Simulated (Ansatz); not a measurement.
# Trigonal (grey) selenium under r²SCAN: convergence with the Fermi-Dirac smearing

A convergence test of the Fermi-Dirac smearing width. The geometry was relaxed under r²SCAN beforehand and stays fixed; 7 values are run, from 0.01 to 1.0 eV. Wanted are the values from which on the energy stays within 10 and 1 meV/atom, and the pressure within 0.5 GPa, of the narrowest run. Within the series other settings stay, but some runs also write fields, which adds to their time. Spin polarisation is left out.

Program: Ansatz 0.2.0. Level of theory: DFT r²SCAN, plane waves with PAW, scalar-relativistic. These are calculated values, not measurements.

1 further run of the same task is left out (set aside as unsound or not needed).

**1. Starting point**

It takes space group P3_121 (No. 152, trigonal). The conventional cell has a = 4.493 Å, b = 4.493 Å, c = 4.992 Å, α = 90.00°, β = 90.00°, γ = 120.00°. Se (site symmetry 2) is surrounded by 2 Se at 2.38 Å.

Structure file:

```
Se
1.0
     4.49306    0.00000    0.00000
    -2.24653    3.89110    0.00000
     0.00000    0.00000    4.99239
Se
3
Direct
  0.21783 0.00000 0.33333
  0.00000 0.21783 0.66667
  0.78217 0.78217 0.00000
```

**2. Run at 0.01 eV**

The run at 0.01 eV.

Input file input.yaml:

```yaml
crystal:
  lattice:
    - [4.4930560488, 0.0, 0.0]
    - [-2.2465280244, 3.8911006789, 0.0]
    - [0.0, 0.0, 4.9923929492]
  atoms:
    - { symbol: Se, position: [0.2178291882, 0.0, 0.3333333333] }
    - { symbol: Se, position: [1.0, 0.2178291882, 0.6666666667] }
    - { symbol: Se, position: [0.7821708118, 0.7821708118, 0.0] }
hamiltonian:
  xc: r2scan
  pseudopotentials:
    kind: paw
    azcp:
      Se: "pseudopotentials/Se.paw.azcp"
basis:
  ecutwfc: 500
  fft_grid_basis: typed
kpoints:
  mp_grid: { grid: [8, 8, 7], shift: [0, 0, 0] }
magnetization:
  spin_polarized: false
scf:
  occupations: { method: fermi_dirac, width: 0.01 }
  lower_state_search: "off"
output:
  stress: true
```

The run is started by

```bash
$ ansatz run input.yaml --threads 2 --pin off --max-ram 5120MiB --backend cpu --events-out ev --progress --plain --runs-dir out
```

The program printed:

```text
Warning: RAYON_NUM_THREADS=2 ignored (pool sized by the plan → 2); use --threads N
Engine: ansatz 0.2.0, x86_64-unknown-linux-gnu
Pseudopotentials: kind: paw
Pseudopotential: Se, paw, valence charge 16, recommended cutoff 500 eV (meta_gga), <dir>
Functional definition: r2SCAN
  parameter k0 = 0.174
  parameter k1 = 0.065
  parameter a1 = 4.9479
  exchange = r2scan_x(k0 = k0, k1 = k1, a1 = a1)
  correlation = r2scan_c
Crystal: 3 atoms, lattice volume = 87.282 Å³
Basis set: ecut = 500 eV, 2209 PW (Γ), exchange–correlation on 144×144×160 points (64 copies of the dense FFT grid, shifted against one another)
Bands: 28, of which v1, the nominal top of the filled ones, is band 24 counted from 1 (23 counted from 0)
Symmetry: 6 space group operations
Space group: P3121 (ITA 152), of the structure as read, at distance tolerance 4.4e-5 Å
k-points: 55 of 448 (time reversal used)
Non-local potential: Se, projectors of the file, l = 0: 2, l = 1: 2, l = 2: 3, l = 3: 1
PAW form: soft (Blöchl's): semilocal exchange-correlation on the pseudo side does not see the compensation charge
PAW frozen core: Se, regenerated for the run's functional (the file was generated under x = pbe(κ = 0.804, μ = 0.2195149727645171), c = pbe(β = 0.06672455060314922))
PAW one-centre angular grid: Se, 590 points (default); XC on 160 Gauss nodes
Initial density: superposition of atomic densities (neutral atoms: chi_scale 0, normalization atom), corrected by the library's trained network
Initial wavefunctions: pseudopotential atomic-orbital guess
Functional: x = r2scan, c = r2scan; τ floored in thin density (d = 2e-4 eV/Å³)
SCF iter   1: F=-16434.376613 eV  HF=-16434.371140 eV  |F-HF|=5.47e-3  |Δ(HF+E_count)|=         —  Δρ=2.84e-3  dr2=4.65e-3  dr2_τ=9.26e-3  ethr=1.77e-3  ⟨swp⟩=6.3  Hψ=6898  notcnv=0
preconditioner: auto → Resta (q_TF=auto, 2.470 Å⁻¹)  ε∞=3.8  [insulator: Δε(μ)=1.613 eV  Ē_g=10.115 eV  σ=0.010 eV  W_gap=1.00  n_scr=20 (ndim 8)  ℏωp=16.9 eV  f_vac=0.128  D(μ)=0.00/eV (n_scr^D=0)  ε∞_Penn≈3.8]
SCF iter   2: F=-16434.379703 eV  HF=-16434.379257 eV  |F-HF|=4.46e-4  |Δ(HF+E_count)|=   8.12e-3  Δρ=1.75e-3  dr2=1.63e-3  dr2_τ=3.33e-5  ethr=9.69e-6  ⟨swp⟩=2.9  Hψ=3831  notcnv=0
SCF iter   3: F=-16434.379898 eV  HF=-16434.379786 eV  |F-HF|=1.12e-4  |Δ(HF+E_count)|=   5.29e-4  Δρ=6.44e-4  dr2=2.31e-4  dr2_τ=4.75e-6  ethr=3.39e-6  ⟨swp⟩=2.0  Hψ=2305  notcnv=0
SCF iter   4: F=-16434.379920 eV  HF=-16434.379915 eV  |F-HF|=4.94e-6  |Δ(HF+E_count)|=   1.29e-4  Δρ=1.05e-4  dr2=9.59e-6  dr2_τ=2.66e-7  ethr=4.81e-7  ⟨swp⟩=2.0  Hψ=2475  notcnv=0
SCF iter   5: F=-16434.379922 eV  HF=-16434.379922 eV  |F-HF|=2.02e-7  |Δ(HF+E_count)|=   6.73e-6  Δρ=1.83e-5  dr2=3.46e-7  dr2_τ=7.01e-9  ethr=2.00e-8  ⟨swp⟩=2.0  Hψ=2035  notcnv=0
SCF iter   6: F=-16434.379922 eV  HF=-16434.379922 eV  |F-HF|=1.04e-8  |Δ(HF+E_count)|=   2.27e-7  Δρ=3.14e-6  dr2=8.49e-9  dr2_τ=2.55e-10  ethr=2.08e-10  ⟨swp⟩=4.0  Hψ=5158  notcnv=0
SCF 1 converged in 6 iterations: F = -16434.379922 eV  dr2 = 8.49e-9
SCF converged after 6 iterations
Free energy (F): -16434.379922 eV
Harris-Foulkes:  -16434.379922 eV  (|F-HF|=1.04e-8)
Internal energy: -16434.379922 eV  (E = F + TS)
E sigma→0 (E₀):  -16434.379922 eV
Fermi energy:    6.486306 eV
--- Per-component energies (eV) ---
  E_band       = -1305.848960
  E_kinetic    = 351.160281
  E_local      = -8009.883789  (includes V_loc(G=0)·N_el)
  E_nonlocal   = -1781.807334
  E_hartree    = 3908.569510
  E_xc         = -292.169776
  E_vxc        = -314.208458  (∫ρ·V_xc dr)
  E_paw        = -5777.479042  (= ΣΔE_a)
  E_vpaw       = 615.833519  (= ΣTr[D̂ρ^β])
  E_aug_tail   = -0.000630  (compensation charges beyond the density's cutoff)
  E_vtau       = 15.920184  (kinetic-family band-sum trace: ∫τ·v_τ [+ j·A + Jᵃ·Aᵃ] dr)
  E_ewald      = -4827.474830
  E_core_change = -5.294311  (= ΣΔE_core)
  E_smearing   = -0.000000  (= −TS)
  E_closure    = 0.000000  (closes the sum)
  Σ components = -16434.379922   (vs F -16434.379922, Δ=0.00e0)
--- Stress (GPa, compression-positive) ---
        0.030166       0.000000      -0.000000
        0.000000       0.030166      -0.000000
       -0.000000      -0.000000       0.036960
  P = ⅓ Tr σ = 0.0324 GPa (0.324 kbar)
```

Run time: 9.8 s. Hardware: 2 threads of Intel Xeon 6975P-C (Granite Rapids), shared host; peak memory 0.59 GiB.

**3. Run at 0.03 eV**

The run at 0.03 eV.

Edit input.yaml of step 2 so:

```diff
@@ -23,3 +23,3 @@
 scf:
-  occupations: { method: fermi_dirac, width: 0.01 }
+  occupations: { method: fermi_dirac, width: 0.03 }
   lower_state_search: "off"
```

The run is started by

```bash
$ ansatz run input.yaml --threads 2 --pin off --max-ram 5120MiB --backend cpu --events-out ev --progress --plain --runs-dir out
```

The program printed:

```text
Warning: RAYON_NUM_THREADS=2 ignored (pool sized by the plan → 2); use --threads N
[... 9 set-up lines as earlier in the session ...]
Crystal: 3 atoms, lattice volume = 87.282 Å³
Basis set: ecut = 500 eV, 2209 PW (Γ), exchange–correlation on 144×144×160 points (64 copies of the dense FFT grid, shifted against one another)
Bands: 28, of which v1, the nominal top of the filled ones, is band 24 counted from 1 (23 counted from 0)
[... 2 set-up lines as earlier in the session ...]
k-points: 55 of 448 (time reversal used)
[... 7 set-up lines as earlier in the session ...]
SCF iter   1: F=-16434.376614 eV  HF=-16434.371141 eV  |F-HF|=5.47e-3  |Δ(HF+E_count)|=         —  Δρ=2.84e-3  dr2=4.65e-3  dr2_τ=9.26e-3  ethr=1.77e-3  ⟨swp⟩=6.2  Hψ=6740  notcnv=0
preconditioner: auto → Resta (q_TF=auto, 2.470 Å⁻¹)  ε∞=3.8  [insulator: Δε(μ)=1.613 eV  Ē_g=10.115 eV  σ=0.030 eV  W_gap=1.00  n_scr=20 (ndim 8)  ℏωp=16.9 eV  f_vac=0.128  D(μ)=0.00/eV (n_scr^D=0)  ε∞_Penn≈3.8]
SCF iter   2: F=-16434.379703 eV  HF=-16434.379257 eV  |F-HF|=4.46e-4  |Δ(HF+E_count)|=   8.12e-3  Δρ=1.75e-3  dr2=1.63e-3  dr2_τ=3.33e-5  ethr=9.69e-6  ⟨swp⟩=2.0  Hψ=3740  notcnv=0
SCF iter   3: F=-16434.379898 eV  HF=-16434.379786 eV  |F-HF|=1.12e-4  |Δ(HF+E_count)|=   5.29e-4  Δρ=6.44e-4  dr2=2.31e-4  dr2_τ=4.75e-6  ethr=3.39e-6  ⟨swp⟩=2.0  Hψ=2290  notcnv=0
SCF iter   4: F=-16434.379920 eV  HF=-16434.379915 eV  |F-HF|=4.95e-6  |Δ(HF+E_count)|=   1.29e-4  Δρ=1.05e-4  dr2=9.59e-6  dr2_τ=2.66e-7  ethr=4.81e-7  ⟨swp⟩=2.0  Hψ=2255  notcnv=0
SCF iter   5: F=-16434.379922 eV  HF=-16434.379922 eV  |F-HF|=2.03e-7  |Δ(HF+E_count)|=   6.34e-6  Δρ=1.83e-5  dr2=3.47e-7  dr2_τ=7.01e-9  ethr=2.00e-8  ⟨swp⟩=2.0  Hψ=2035  notcnv=0
SCF iter   6: F=-16434.379922 eV  HF=-16434.379922 eV  |F-HF|=1.04e-8  |Δ(HF+E_count)|=   2.27e-7  Δρ=3.14e-6  dr2=8.49e-9  dr2_τ=2.54e-10  ethr=2.08e-10  ⟨swp⟩=4.0  Hψ=5135  notcnv=0
SCF 1 converged in 6 iterations: F = -16434.379922 eV  dr2 = 8.49e-9
SCF converged after 6 iterations
Free energy (F): -16434.379922 eV
Harris-Foulkes:  -16434.379922 eV  (|F-HF|=1.04e-8)
Internal energy: -16434.379922 eV  (E = F + TS)
E sigma→0 (E₀):  -16434.379922 eV
Fermi energy:    6.487906 eV
--- Per-component energies (eV) ---
  E_band       = -1305.848950
  E_kinetic    = 351.160281
  E_local      = -8009.883788  (includes V_loc(G=0)·N_el)
  E_nonlocal   = -1781.807330
  E_hartree    = 3908.569509
  E_xc         = -292.169776
  E_vxc        = -314.208458  (∫ρ·V_xc dr)
  E_paw        = -5777.479046  (= ΣΔE_a)
  E_vpaw       = 615.833528  (= ΣTr[D̂ρ^β])
  E_aug_tail   = -0.000630  (compensation charges beyond the density's cutoff)
  E_vtau       = 15.920184  (kinetic-family band-sum trace: ∫τ·v_τ [+ j·A + Jᵃ·Aᵃ] dr)
  E_ewald      = -4827.474830
  E_core_change = -5.294311  (= ΣΔE_core)
  E_smearing   = -0.000000  (= −TS)
  E_closure    = 0.000000  (closes the sum)
  Σ components = -16434.379922   (vs F -16434.379922, Δ=0.00e0)
--- Stress (GPa, compression-positive) ---
        0.030166       0.000000      -0.000000
        0.000000       0.030166      -0.000000
       -0.000000      -0.000000       0.036960
  P = ⅓ Tr σ = 0.0324 GPa (0.324 kbar)
```

Run time: 8.3 s. Hardware: 2 threads of Intel Xeon 6975P-C (Granite Rapids), shared host; peak memory 0.59 GiB.

**4. Run at 0.1 eV**

The run at 0.1 eV.

Edit input.yaml of step 3 so:

```diff
@@ -23,3 +23,3 @@
 scf:
-  occupations: { method: fermi_dirac, width: 0.03 }
+  occupations: { method: fermi_dirac, width: 0.1 }
   lower_state_search: "off"
```

The run is started by

```bash
$ ansatz run input.yaml --threads 2 --pin off --max-ram 5120MiB --backend cpu --events-out ev --progress --plain --runs-dir out
```

The program printed:

```text
Warning: RAYON_NUM_THREADS=2 ignored (pool sized by the plan → 2); use --threads N
[... 9 set-up lines as earlier in the session ...]
Crystal: 3 atoms, lattice volume = 87.282 Å³
Basis set: ecut = 500 eV, 2209 PW (Γ), exchange–correlation on 144×144×160 points (64 copies of the dense FFT grid, shifted against one another)
Bands: 28, of which v1, the nominal top of the filled ones, is band 24 counted from 1 (23 counted from 0)
[... 2 set-up lines as earlier in the session ...]
k-points: 55 of 448 (time reversal used)
[... 7 set-up lines as earlier in the session ...]
SCF iter   1: F=-16434.376625 eV  HF=-16434.371150 eV  |F-HF|=5.48e-3  |Δ(HF+E_count)|=         —  Δρ=2.84e-3  dr2=4.65e-3  dr2_τ=9.26e-3  ethr=1.77e-3  ⟨swp⟩=5.6  Hψ=6504  notcnv=0
preconditioner: auto → Resta (q_TF=auto, 2.470 Å⁻¹)  ε∞=3.8  [insulator: Δε(μ)=1.613 eV  Ē_g=10.115 eV  σ=0.100 eV  W_gap=1.00  n_scr=20 (ndim 8)  ℏωp=16.9 eV  f_vac=0.128  D(μ)=0.00/eV (n_scr^D=0)  ε∞_Penn≈3.8]
SCF iter   2: F=-16434.379712 eV  HF=-16434.379266 eV  |F-HF|=4.46e-4  |Δ(HF+E_count)|=   8.12e-3  Δρ=1.75e-3  dr2=1.63e-3  dr2_τ=3.33e-5  ethr=9.69e-6  ⟨swp⟩=2.0  Hψ=3740  notcnv=0
SCF iter   3: F=-16434.379907 eV  HF=-16434.379795 eV  |F-HF|=1.12e-4  |Δ(HF+E_count)|=   5.29e-4  Δρ=6.44e-4  dr2=2.31e-4  dr2_τ=4.74e-6  ethr=3.39e-6  ⟨swp⟩=2.0  Hψ=2085  notcnv=0
SCF iter   4: F=-16434.379929 eV  HF=-16434.379924 eV  |F-HF|=4.96e-6  |Δ(HF+E_count)|=   1.29e-4  Δρ=1.05e-4  dr2=9.59e-6  dr2_τ=2.66e-7  ethr=4.80e-7  ⟨swp⟩=2.0  Hψ=2255  notcnv=0
SCF iter   5: F=-16434.379931 eV  HF=-16434.379931 eV  |F-HF|=2.03e-7  |Δ(HF+E_count)|=   6.35e-6  Δρ=1.83e-5  dr2=3.47e-7  dr2_τ=7.03e-9  ethr=2.00e-8  ⟨swp⟩=2.0  Hψ=2035  notcnv=0
SCF iter   6: F=-16434.379931 eV  HF=-16434.379931 eV  |F-HF|=1.04e-8  |Δ(HF+E_count)|=   2.27e-7  Δρ=3.14e-6  dr2=8.49e-9  dr2_τ=2.52e-10  ethr=2.08e-10  ⟨swp⟩=4.0  Hψ=5111  notcnv=0
SCF 1 converged in 6 iterations: F = -16434.379931 eV  dr2 = 8.49e-9
SCF converged after 6 iterations
Free energy (F): -16434.379931 eV
Harris-Foulkes:  -16434.379931 eV  (|F-HF|=1.04e-8)
Internal energy: -16434.379840 eV  (E = F + TS)
E sigma→0 (E₀):  -16434.379885 eV
Entropy (-TS):   -0.000091 eV (-0.030 meV/atom)
Fermi energy:    6.478160 eV
--- Per-component energies (eV) ---
  E_band       = -1305.848909
  E_kinetic    = 351.160302
  E_local      = -8009.883694  (includes V_loc(G=0)·N_el)
  E_nonlocal   = -1781.807310
  E_hartree    = 3908.569435
  E_xc         = -292.169738
  E_vxc        = -314.208426  (∫ρ·V_xc dr)
  E_paw        = -5777.479064  (= ΣΔE_a)
  E_vpaw       = 615.833534  (= ΣTr[D̂ρ^β])
  E_aug_tail   = -0.000630  (compensation charges beyond the density's cutoff)
  E_vtau       = 15.920198  (kinetic-family band-sum trace: ∫τ·v_τ [+ j·A + Jᵃ·Aᵃ] dr)
  E_ewald      = -4827.474830
  E_core_change = -5.294311  (= ΣΔE_core)
  E_smearing   = -0.000091  (= −TS)
  E_closure    = 0.000000  (closes the sum)
  Σ components = -16434.379931   (vs F -16434.379931, Δ=0.00e0)
--- Stress (GPa, compression-positive) ---
        0.030069       0.000000      -0.000000
        0.000000       0.030069      -0.000000
       -0.000000      -0.000000       0.037473
  P = ⅓ Tr σ = 0.0325 GPa (0.325 kbar)
```

Wall time 8 s (2 threads of Intel Xeon 6975P-C (Granite Rapids), shared host); peak memory 0.59 GiB.

**5. Run at 0.2 eV**

The run at 0.2 eV.

Edit input.yaml of step 4 so:

```diff
@@ -23,3 +23,3 @@
 scf:
-  occupations: { method: fermi_dirac, width: 0.1 }
+  occupations: { method: fermi_dirac, width: 0.2 }
   lower_state_search: "off"
```

The run is started by

```bash
$ ansatz run input.yaml --threads 2 --pin off --max-ram 5120MiB --backend cpu --events-out ev --progress --plain --runs-dir out
```

The program printed:

```text
Warning: RAYON_NUM_THREADS=2 ignored (pool sized by the plan → 2); use --threads N
band count auto-derived: 29 (N_el = 48.0; filled up to band 24; 28 by the electrons, moments and atoms)
[... 9 set-up lines as earlier in the session ...]
Crystal: 3 atoms, lattice volume = 87.282 Å³
Basis set: ecut = 500 eV, 2209 PW (Γ), exchange–correlation on 144×144×160 points (64 copies of the dense FFT grid, shifted against one another)
Bands: 29, of which v1, the nominal top of the filled ones, is band 24 counted from 1 (23 counted from 0)
[... 2 set-up lines as earlier in the session ...]
k-points: 55 of 448 (time reversal used)
[... 7 set-up lines as earlier in the session ...]
SCF iter   1: F=-16434.378894 eV  HF=-16434.373395 eV  |F-HF|=5.50e-3  |Δ(HF+E_count)|=         —  Δρ=2.78e-3  dr2=4.44e-3  dr2_τ=9.23e-3  ethr=1.77e-3  ⟨swp⟩=5.2  Hψ=6572  notcnv=0
preconditioner: auto → Resta (q_TF=auto, 2.470 Å⁻¹)  ε∞=3.4  [insulator: Δε(μ)=1.613 eV  Ē_g=10.920 eV  σ=0.200 eV  W_gap=0.96  n_scr=20 (ndim 8)  ℏωp=16.9 eV  f_vac=0.128  D(μ)=0.06/eV (n_scr^D=0)  ε∞_Penn≈3.4]
SCF iter   2: F=-16434.382000 eV  HF=-16434.381529 eV  |F-HF|=4.71e-4  |Δ(HF+E_count)|=   8.13e-3  Δρ=1.70e-3  dr2=1.52e-3  dr2_τ=3.27e-5  ethr=9.26e-6  ⟨swp⟩=2.0  Hψ=3579  notcnv=0
SCF iter   3: F=-16434.382174 eV  HF=-16434.382064 eV  |F-HF|=1.10e-4  |Δ(HF+E_count)|=   5.36e-4  Δρ=6.29e-4  dr2=2.17e-4  dr2_τ=4.61e-6  ethr=3.16e-6  ⟨swp⟩=2.0  Hψ=2120  notcnv=0
SCF iter   4: F=-16434.382195 eV  HF=-16434.382191 eV  |F-HF|=4.46e-6  |Δ(HF+E_count)|=   1.26e-4  Δρ=9.73e-5  dr2=7.93e-6  dr2_τ=2.47e-7  ethr=4.51e-7  ⟨swp⟩=2.0  Hψ=2310  notcnv=0
SCF iter   5: F=-16434.382196 eV  HF=-16434.382196 eV  |F-HF|=1.82e-7  |Δ(HF+E_count)|=   4.93e-6  Δρ=1.70e-5  dr2=2.81e-7  dr2_τ=6.61e-9  ethr=1.65e-8  ⟨swp⟩=2.0  Hψ=2090  notcnv=0
SCF iter   6: F=-16434.382196 eV  HF=-16434.382196 eV  |F-HF|=7.18e-9  |Δ(HF+E_count)|=   2.02e-7  Δρ=2.74e-6  dr2=6.17e-9  dr2_τ=1.68e-10  ethr=2.08e-10  ⟨swp⟩=4.0  Hψ=5286  notcnv=0
SCF 1 converged in 6 iterations: F = -16434.382196 eV  dr2 = 6.17e-9
SCF converged after 6 iterations
Free energy (F): -16434.382196 eV
Harris-Foulkes:  -16434.382196 eV  (|F-HF|=7.18e-9)
Internal energy: -16434.367887 eV  (E = F + TS)
E sigma→0 (E₀):  -16434.375041 eV
Entropy (-TS):   -0.014309 eV (-4.770 meV/atom)
Fermi energy:    6.450888 eV
--- Per-component energies (eV) ---
  E_band       = -1305.844497
  E_kinetic    = 351.165748
  E_local      = -8009.875065  (includes V_loc(G=0)·N_el)
  E_nonlocal   = -1781.806713
  E_hartree    = 3908.562547
  E_xc         = -292.165309
  E_vxc        = -314.204833  (∫ρ·V_xc dr)
  E_paw        = -5777.479325  (= ΣΔE_a)
  E_vpaw       = 615.831669  (= ΣTr[D̂ρ^β])
  E_aug_tail   = -0.000630  (compensation charges beyond the density's cutoff)
  E_vtau       = 15.921855  (kinetic-family band-sum trace: ∫τ·v_τ [+ j·A + Jᵃ·Aᵃ] dr)
  E_ewald      = -4827.474830
  E_core_change = -5.294311  (= ΣΔE_core)
  E_smearing   = -0.014309  (= −TS)
  E_closure    = -0.000000  (closes the sum)
  Σ components = -16434.382196   (vs F -16434.382196, Δ=0.00e0)
--- Stress (GPa, compression-positive) ---
        0.026734       0.000000      -0.000000
        0.000000       0.026734      -0.000000
       -0.000000      -0.000000       0.095435
  P = ⅓ Tr σ = 0.0496 GPa (0.496 kbar)
```

Wall time 10 s (2 threads of Intel Xeon 6975P-C (Granite Rapids), shared host); peak memory 0.6 GiB.

(Part 1 of 2 ends here.)
